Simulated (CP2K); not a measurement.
The system is MgO.

```
Mg O
1.0
     2.96561    0.00000    0.00000
     1.48280    2.56829    0.00000
     1.48280    0.85610    2.42141
Mg O
1 1
Direct
  0.00000 0.00000 0.00000
  0.50000 0.50000 0.50000
```

The cell is a database's computed one.

Base run:

| Quantity | Value |
| --- | --- |
| Program | CP2K 2026.2 |
| Functional | PBE |
| Potentials or basis | GTH_POTENTIALS Mg GTH-PADE-q10, O GTH-PADE-q6; DZVP-MOLOPT-SR-GTH basis |
| Density cutoff | 19048 eV |
| k mesh | 11 × 11 × 11 |
| Occupations | fermi-dirac, width 0.05 eV |
| Spin | no spin polarisation |

Its results: band gap on the k mesh 4.89 eV, direct; pressure 8.7 GPa.

Problem. The run is repeated on the same cell with these changes: potentials or basis from GTH_POTENTIALS Mg GTH-PADE-q10, O GTH-PADE-q6; DZVP-MOLOPT-SR-GTH basis to GTH_POTENTIALS Mg GTH-BLYP-q10, O GTH-BLYP-q6; DZVP-MOLOPT-SR-GTH basis; potentials from Mg GTH-PADE-q10 of GTH_POTENTIALS, O GTH-PADE-q6 of GTH_POTENTIALS to Mg GTH-BLYP-q10 of GTH_POTENTIALS, O GTH-BLYP-q6 of GTH_POTENTIALS. What comes out?

Solution. Band gap on the k mesh 4.77 eV, direct; pressure 10.4 GPa.

Caveats: the potentials were made for another functional, which shifts forces and pressure; an odd mesh through Γ misses points on the zone boundary, where band edges often lie; the basis of atomic orbitals isn't converged, which shifts pressures, moduli and gaps.

Not every run made on this cell is shown here.
